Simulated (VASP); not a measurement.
# Al2O3 (Corundum) (R-3c) in VASP: electric field gradients with PBE

Aim: the electric field gradients of Al2O3 (Corundum) with PBE.

Everything below comes from runs of VASP 6.6.1. Logs are shortened: lines on timing, memory, paths and dates and some standing lists are left out, and cuts for length are marked.

**The experiment to reproduce.**

From “Multi-petahertz electron interference in Cr:Al2O3 solid-state material”, 2018, pmc:5906618, for a bulk crystal of Al2O3: band gap 8.7 eV (optical).

How close the calculation comes is told below.

### 1 The structure

The structure is trigonal, space group R-3c (No. 167). The conventional cell has a = 4.809 Å, b = 4.809 Å, c = 13.124 Å, α = 90.00°, β = 90.00°, γ = 120.00°. Around Al (site symmetry 3) lie 6 O at 1.87 to 1.99 Å. Around O (site symmetry 2) lie 4 Al at 1.87 to 1.99 Å.

### 2 Electric field gradients, PBE

File INCAR:

```
SYSTEM = Al2O3
PREC = Accurate ; ENCUT = 520
EDIFF = 1E-8 ; ISMEAR = 0
SIGMA = 0.01 ; LREAL = .FALSE.
LASPH = .TRUE. ; NELM = 100
ALGO = Fast ; ISIF = 2
LWAVE = .FALSE. ; LCHARG = .FALSE.
GGA = PE ; LEFG = .TRUE.
NBANDS = 35
```

File KPOINTS:

```
regular mesh
0
G
  6 6 6
  0 0 0
```

File POSCAR:

```
Al2O3
1.0
    2.4044109457      1.3881873067      4.3746335909
   -2.4044109457      1.3881873067      4.3746335909
    0.0000000000     -2.7763746136      4.3746335908
Al O
4 6
Direct
    0.3521463617      0.3521463617      0.3521463617
    0.1478536383      0.1478536383      0.1478536383
    0.6478536383      0.6478536383      0.6478536383
    0.8521463617      0.8521463617      0.8521463617
    0.5561751657      0.9438248343      0.2500000000
    0.2500000000      0.5561751657      0.9438248343
    0.9438248343      0.2500000000      0.5561751657
    0.4438248343      0.0561751657      0.7500000000
    0.7500000000      0.4438248343      0.0561751657
    0.0561751657      0.7500000000      0.4438248343
```

Potentials or basis: VASP PAW PBE potentials, release 64 (Al, O).

Command:

```bash
cat potpaw_PBE.64/Al/POTCAR potpaw_PBE.64/O/POTCAR > POTCAR
mpirun -np 1 vasp_std > vasp.out
```

OUTCAR:

```text
SYSTEM = Al2O3
   PREC = Accurate
   ENCUT = 520
   EDIFF = 1E-8
   ISMEAR = 0
   LREAL = .FALSE.
   LASPH = .TRUE.
   NELM = 100
   ISIF = 2
   GGA = PE

 ion  position               nearest neighbor table
   1  0.352  0.352  0.352-  10 1.87   8 1.87   9 1.87   5 1.99   6 1.99   7 1.99   2 2.68   3 2.82
                             3 2.82   3 2.82   2 3.25   2 3.25   2 3.25
   2  0.148  0.148  0.148-   9 1.87   8 1.87  10 1.87   5 1.99   7 1.99   6 1.99   1 2.68   4 2.82
                             4 2.82   4 2.82   1 3.25   1 3.25   1 3.25
   3  0.648  0.648  0.648-   7 1.87   5 1.87   6 1.87   8 1.99   9 1.99  10 1.99   4 2.68   1 2.82
                             1 2.82   1 2.82   4 3.25   4 3.25   4 3.25
   4  0.852  0.852  0.852-   6 1.87   5 1.87   7 1.87   8 1.99  10 1.99   9 1.99   3 2.68   2 2.82
                             2 2.82   2 2.82   3 3.25   3 3.25   3 3.25
   5  0.556  0.944  0.250-   3 1.87   4 1.87   1 1.99   2 1.99
   6  0.250  0.556  0.944-   4 1.87   3 1.87   1 1.99   2 1.99
   7  0.944  0.250  0.556-   3 1.87   4 1.87   2 1.99   1 1.99
   8  0.444  0.056  0.750-   1 1.87   2 1.87   3 1.99   4 1.99
   9  0.750  0.444  0.056-   2 1.87   1 1.87   3 1.99   4 1.99
  10  0.056  0.750  0.444-   1 1.87   2 1.87   4 1.99   3 1.99

  LATTYP: Found a trigonal (rhomboedric) cell.
 ALAT       =     5.1812812169
 COS(alpha) =     0.5693017974

  Lattice vectors:

 A1 = (   2.4044109457,   1.3881873067,   4.3746335909)
 A2 = (  -2.4044109457,   1.3881873067,   4.3746335909)
 A3 = (   0.0000000000,  -2.7763746136,   4.3746335908)

Analysis of symmetry for initial positions (statically):
=====================================================================
 Subroutine PRICEL returns:
 Original cell was already a primitive cell.

 Routine SETGRP: Setting up the symmetry group for a
 trigonal (rhombohedral) supercell.

 Subroutine GETGRP returns: Found 12 space group operations
 (whereof  6 operations were pure point group operations)
 out of a pool of 12 trial point group operations.

The static configuration has the point symmetry S_6 .
 The point group associated with its full space group is D_3d.

Analysis of symmetry for dynamics (positions and initial velocities):
=====================================================================
 Subroutine PRICEL returns:
 Original cell was already a primitive cell.

 Routine SETGRP: Setting up the symmetry group for a
 trigonal (rhombohedral) supercell.

 Subroutine GETGRP returns: Found 12 space group operations
 (whereof  6 operations were pure point group operations)
 out of a pool of 12 trial point group operations.

The dynamic configuration has the point symmetry S_6 .
 The point group associated with its full space group is D_3d.

 Subroutine INISYM returns: Found 12 space group operations
 (whereof  6 operations are pure point group operations),
 and found     1 'primitive' translations

----------------------------------------------------------------------------------------

                                     Primitive cell

  volume of cell :      87.6092

  direct lattice vectors                    reciprocal lattice vectors
     2.404410946  1.388187307  4.374633591     0.207951141  0.120060647  0.076196858
    -2.404410946  1.388187307  4.374633591    -0.207951141  0.120060647  0.076196858
     0.000000000 -2.776374614  4.374633591     0.000000000 -0.240121295  0.076196858

  length of vectors
     5.181281217  5.181281217  5.181281217     0.251921014  0.251921014  0.251921014

  position of ions in fractional coordinates (direct lattice)
     0.352146362  0.352146362  0.352146362
     0.147853638  0.147853638  0.147853638
     0.647853638  0.647853638  0.647853638
     0.852146362  0.852146362  0.852146362
     0.556175166  0.943824834  0.250000000
     0.250000000  0.556175166  0.943824834
     0.943824834  0.250000000  0.556175166
     0.443824834  0.056175166  0.750000000
     0.750000000  0.443824834  0.056175166
     0.056175166  0.750000000  0.443824834

  ion indices of the primitive-cell ions
   primitive index   ion index
                 1           1
                 2           2
                 3           3
                 4           4
                 5           5
                 6           6
                 7           7
                 8           8
                 9           9
                10          10

----------------------------------------------------------------------------------------

 KPOINTS: regular mesh

Automatic generation of k-mesh.
 Grid dimensions read from file:
 generate k-points for:    6    6    6

 Generating k-lattice:

  Cartesian coordinates                     Fractional coordinates (reciprocal lattice)
[... 49 lines left out ...]
   NGXF,Y,Z  is equivalent  to a cutoff of  25.67, 25.67, 25.67 a.u.
 SYSTEM =  Al2O3
   PREC   = accura    normal or accurate (medium, high low for compatibility)
   ISTART =      0    job   : 0-new  1-cont  2-samecut
   ICHARG =      2    charge: 1-file 2-atom 10-const
   ISPIN  =      1    spin polarized calculation?
   LNONCOLLINEAR =      F non collinear calculations
   LSORBIT =      F    spin-orbit coupling
   LASPH  =      T    aspherical Exc in radial PAW
   ENCUT  =  520.0 eV  38.22 Ry    6.18 a.u.   9.63  9.63  9.63*2*pi/ulx,y,z
   NELM   =    100;   NELMIN=  2; NELMDL= -5     # of ELM steps
   EDIFF  = 0.1E-07   stopping-criterion for ELM
   LREAL  =      F    real-space projection
   EDIFFG = 0.1E-06   stopping-criterion for IOM
   NSW    =      0    number of steps for IOM
   IBRION =     -1    ionic relax: 0-MD 1-quasi-New 2-CG
   NFREE  =      0    steps in history (QN), initial steepest desc. (CG)
   ISIF   =      2    stress and relaxation
   ISYM   =      2    0-nonsym 1-usesym 2-fastsym
   POTIM  = 0.5000    time-step for ionic-motion
   TEBEG  =    0.0;   TEEND  =   0.0 temperature during run
   PSTRESS=    0.0 pullay stress
   NELECT =      48.0000    total number of electrons
   NUPDOWN=      -1.0000    fix difference up-down
   EMIN   =  10.00;   EMAX   =-10.00  energy-range for DOS
   EFERMI =   0.00;   METHOD = LEGACY
   ISMEAR =     0;   SIGMA  =   0.01  broadening in eV -4-tet -1-fermi 0-gaus
   EFERMI_NEDOS =   21; number of points for ismear=-14 and -15
   IALGO  =     68    algorithm
   IMIX   =      4    mixing-type and parameters
     AMIX     =   0.40;   BMIX     =  1.00
     AMIX_MAG =   1.60;   BMIX_MAG =  1.00
  volume/ion in A,a.u.               =       8.76        59.12
  Fermi-wavevector in a.u.,A,eV,Ry     =   1.339590  2.531459 24.415686  1.794502
  Thomas-Fermi vector in A             =   2.467970
   LORBIT       =      0    0 simple, 1 ext, 2 COOP (PROOUT), +10 PAW based schemes
   GGA     = PE    functional components
   LHFCALC =     F    Hartree Fock is set to
   AEXX    =    0.0000 exact exchange contribution
   IVDW    =     0    specifies the selected vdW correction
   LEPSILON=     F    determine dielectric tensor
   LRPA    =     F    only Hartree local field effects (RPA)
 non-spin polarized calculation
 RMM-DIIS sequential band-by-band and
 Gauss-broadening in eV      SIGMA  =   0.01
  energy-cutoff  :      520.00
  volume of cell :       87.61
 maximum number of plane-waves:      2371
 NGX is ok and might be reduce to    40
   NGX = 19   NGY = 19   NGZ = 19

 number of electron      48.0000008 magnetization

 Free energy of the ion-electron system (eV)
  ---------------------------------------------------
  ext. energy  EPLUGINS =         0.00000000
  ---------------------------------------------------
  free energy    TOTEN  =       -74.81222861 eV

  energy without entropy =      -74.81222861  energy(sigma->0) =      -74.81222861

 E-fermi :   5.9344     XC(G=0): -11.5377

 val. band max:        5.7993672673   @ k =   0.0000   0.0000   0.0000
 cond. band min:      11.6453363085   @ k =   0.0000   0.0000   0.0000
 fundamental gap:      5.8459690412
 Fermi energy:         5.9343551741

 k-point     1 :       0.0000    0.0000    0.0000
  band No.  band energies     occupation
      1     -13.2135      2.00000
      2     -10.9932      2.00000
      3     -10.7303      2.00000
      4     -10.7303      2.00000
      5     -10.4238      2.00000
      6     -10.4238      2.00000
[... 901 lines left out ...]
     34      19.0817      0.00000
     35      19.3043      0.00000

 [... further k-points ...]
[... 5 lines left out ...]
  --------------------------------------------------------------------------------------
  -------------------------------------------------------------------------------------
  Total       -0.0920057     -0.0920057     -0.1106191      0.0000000     -0.0000000      0.0000000
  in kB       -1.6825797     -1.6825797     -2.0229781      0.0000000     -0.0000000      0.0000000
  external PRESSURE =      -1.7960459 kB  Pullay stress =       0.0000000 kB

 VOLUME and BASIS-vectors are now :
 -----------------------------------------------------------------------------
  energy-cutoff  :      520.00
  volume of cell :       87.61
      direct lattice vectors                 reciprocal lattice vectors
     2.404410946  1.388187307  4.374633591     0.207951141  0.120060647  0.076196858
    -2.404410946  1.388187307  4.374633591    -0.207951141  0.120060647  0.076196858
     0.000000000 -2.776374614  4.374633591     0.000000000 -0.240121295  0.076196858

 POSITION                                       TOTAL-FORCE (eV/Angst)
 -----------------------------------------------------------------------------------
      0.00000     -0.00000      4.62153         0.000000     -0.000000      0.003922
      0.00000     -0.00000      1.94042         0.000000      0.000000     -0.003922
      0.00000     -0.00000      8.50237         0.000000      0.000000     -0.003922
      0.00000     -0.00000     11.18348         0.000000     -0.000000      0.003922
     -0.93207      1.38819      7.65561        -0.000721     -0.000000      0.000000
     -0.73617     -1.50129      7.65561         0.000360     -0.000624     -0.000000
      1.66824      0.11310      7.65561         0.000360      0.000624      0.000000
      0.93207     -1.38819      5.46829         0.000721      0.000000      0.000000
      0.73617      1.50129      5.46829        -0.000360      0.000624      0.000000
     -1.66824     -0.11310      5.46829        -0.000360     -0.000624     -0.000000
 -----------------------------------------------------------------------------------
    total drift:                               -0.000000      0.000000      0.000000

  FREE ENERGIE OF THE ION-ELECTRON SYSTEM (eV)
  ---------------------------------------------------
  free  energy   TOTEN  =       -74.8122286076 eV

  energy  without entropy=      -74.8122286076  energy(sigma->0) =      -74.81222861

 Electric field gradients (V/A^2)
---------------------------------------------------------------------
 ion       V_xx      V_yy      V_zz      V_xy      V_xz      V_yz
---------------------------------------------------------------------
   1      -2.948    -2.948     5.895    -0.000    -0.000    -0.000
   2      -2.948    -2.948     5.895     0.000     0.000    -0.000
   3      -2.948    -2.948     5.895    -0.000    -0.000    -0.000
   4      -2.948    -2.948     5.895     0.000     0.000    -0.000
   5       9.599    -6.088    -3.512     0.000    -0.000   -34.260
   6      -2.166     5.678    -3.512    -6.793    29.670    17.130
   7      -2.166     5.678    -3.512     6.793   -29.670    17.130
   8       9.599    -6.088    -3.512     0.000     0.000   -34.260
   9      -2.166     5.678    -3.512    -6.793    29.670    17.130
  10      -2.166     5.678    -3.512     6.793   -29.670    17.130
---------------------------------------------------------------------

 Electric field gradients after diagonalization (V/A^2)
 (convention: |V_zz| > |V_xx| > |V_yy|)
----------------------------------------------------------------------
 ion       V_xx      V_yy      V_zz     asymmetry (V_yy - V_xx)/ V_zz
----------------------------------------------------------------------
   1      -2.948    -2.948     5.895       0.000
   2      -2.948    -2.948     5.895       0.000
   3      -2.948    -2.948     5.895       0.000
   4      -2.948    -2.948     5.895       0.000
   5      29.485     9.599   -39.084       0.509
   6      29.485     9.599   -39.084       0.509
   7      29.485     9.599   -39.084       0.509
   8      29.485     9.599   -39.084       0.509
   9      29.485     9.599   -39.084       0.509
  10      29.485     9.599   -39.084       0.509
----------------------------------------------------------------------

           NMR quadrupolar parameters

 Cq : quadrupolar parameter    Cq=e*Q*V_zz/h
 eta: asymmetry parameters     (V_yy - V_xx)/ V_zz
 Q  : nuclear electric quadrupole moment in mb (millibarn)
----------------------------------------------------------------------
 ion       Cq(MHz)       eta       Q (mb)
----------------------------------------------------------------------
   1       0.014       0.000       1.000
   2       0.014       0.000       1.000
   3       0.014       0.000       1.000
   4       0.014       0.000       1.000
   5      -0.095       0.509       1.000
   6      -0.095       0.509       1.000
   7      -0.095       0.509       1.000
   8      -0.095       0.509       1.000
   9      -0.095       0.509       1.000
  10      -0.095       0.509       1.000
----------------------------------------------------------------------
```

Wall time 63 s (1 thread of Intel Xeon 6975P-C (Granite Rapids), shared host); peak memory 0.27 GiB.

What came out:

* Free energy: -74.8122 eV
* Pressure: -0.2 GPa
* Largest force: 0.004 eV/Å
* Band gap on the k mesh: 5.85 eV, direct

Forces in eV/Å, atoms in the order of the input:
```
Al   0.000  0.000  0.004
Al   0.000  0.000 -0.004
Al   0.000  0.000 -0.004
Al   0.000  0.000  0.004
O   -0.001  0.000  0.000
O    0.000 -0.001  0.000
O    0.000  0.001  0.000
O    0.001  0.000  0.000
O    0.000  0.001  0.000
O    0.000 -0.001  0.000
```

Levels at points of the mesh, in eV from the valence-band top:
```csv
k point,band 20,band 21,band 22,band 23,band 24,band 25,band 26,band 27,band 28,band 29
"(0.00, 0.00, 0.00)",-0.46,-0.46,-0.03,-0.03,0.00,5.85,8.90,10.36,11.26,11.26
"(0.50, 0.00, 0.00)",-1.28,-0.86,-0.86,-0.25,-0.25,9.13,9.13,9.35,9.35,11.60
"(0.50, 0.50, 0.00)",-1.25,-0.97,-0.87,-0.70,-0.23,9.35,9.49,9.61,10.13,10.90
"(0.50, 0.50, 0.50)",-1.92,-0.35,-0.35,-0.35,-0.35,8.35,8.35,10.84,10.84,12.08
```

Electric field gradients, principal values (V/Å²):
| atom | Vxx | Vyy | Vzz |
| --- | --- | --- | --- |
| 1 Al | -2.948 | -2.948 | 5.895 |
| 2 Al | -2.948 | -2.948 | 5.895 |
| 3 Al | -2.948 | -2.948 | 5.895 |
| 4 Al | -2.948 | -2.948 | 5.895 |
| 5 O | 9.599 | 29.485 | -39.084 |
| 6 O | 9.599 | 29.485 | -39.084 |
| 7 O | 9.599 | 29.485 | -39.084 |
| 8 O | 9.599 | 29.485 | -39.084 |
| 9 O | 9.599 | 29.485 | -39.084 |
| 10 O | 9.599 | 29.485 | -39.084 |

### 3 Against experiment

Step 2. Against the measured gap of Al2O3, 8.7 eV (optical; quoted in “Multi-petahertz electron interference in Cr:Al2O3 solid-state material”, 2018, pmc:5906618), the calculated 5.85 eV is off by -2.85 eV. The value is that of PBE, without temperature or zero-point motion. Semilocal functionals fall short of measured gaps as a rule.
